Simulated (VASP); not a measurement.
Wanted: the native input for a VASP 6.6.1 run.

| Item | Value |
| --- | --- |
| Task | relaxation of cell and atoms |
| Functional | LDA |
| Potentials or basis | VASP PAW LDA potentials, release 64 (Sr_sv, Ti_sv, O) |
| Cutoff | 600 eV |
| k mesh | 8 × 8 × 8 |
| Occupations | gaussian, width 0.03 eV |
| Spin | no spin polarisation |
| Further INCAR settings | ALGO = Normal; EDIFF = 1e-07; IBRION = 2; EDIFFG = -0.005; NSW = 90; ISIF = 3 |

The structure of SrTiO3 (Tausonite) lies in POSCAR:

```
SrTiO3                                  
1.0
    3.8601041381     -0.0000000000      0.0000000000
    0.0000000000      3.8601041381      0.0000000000
   -0.0000000000     -0.0000000000      3.8601041381
  Sr              Ti              O             
     1     1     3
Direct
     0.5000000000000000    0.5000000000000000    0.5000000000000000
     0.0000000000000000    0.0000000000000000    0.0000000000000000
     0.5000000000000000    0.0000000000000000    0.0000000000000000
     0.0000000000000000    0.5000000000000000    0.0000000000000000
     0.0000000000000000    0.0000000000000000    0.5000000000000000
```

One way to write it, as run:

INCAR

```
SYSTEM = SrTiO3
PREC = Accurate ; ENCUT = 600
EDIFF = 1E-7 ; ISMEAR = 0
SIGMA = 0.03 ; LREAL = .False.
LASPH = .True. ; NELM = 80
ALGO = Normal ; ISIF = 3
LWAVE = .False. ; LCHARG = .False.
IBRION = 2 ; NSW = 90
EDIFFG = -0.005
```

KPOINTS

```
Automatic mesh
0
Gamma
  8 8 8
  0 0 0
```

Potentials or basis: VASP PAW LDA potentials, release 64 (Sr_sv, Ti_sv, O).

Run with:

```bash
$ cat potpaw_LDA.64/Sr_sv/POTCAR potpaw_LDA.64/Ti_sv/POTCAR potpaw_LDA.64/O/POTCAR > POTCAR
$ mpirun -np 1 vasp_std > vasp.out
```

It gave:

| Quantity | Value |
| --- | --- |
| Pressure after relaxing | 0.0 GPa |
| Band gap on the k mesh | 1.81 eV, indirect (least direct gap 2.15 eV) |

Caveat: the relaxation stopped at its first step, so nothing moved.

Run time: 43 s on 1 thread of Intel(R) Xeon(R) Platinum 8259CL CPU @ 2.50GHz (Skylake/Cascade Lake) (shared host), peak memory 0.2 GiB.
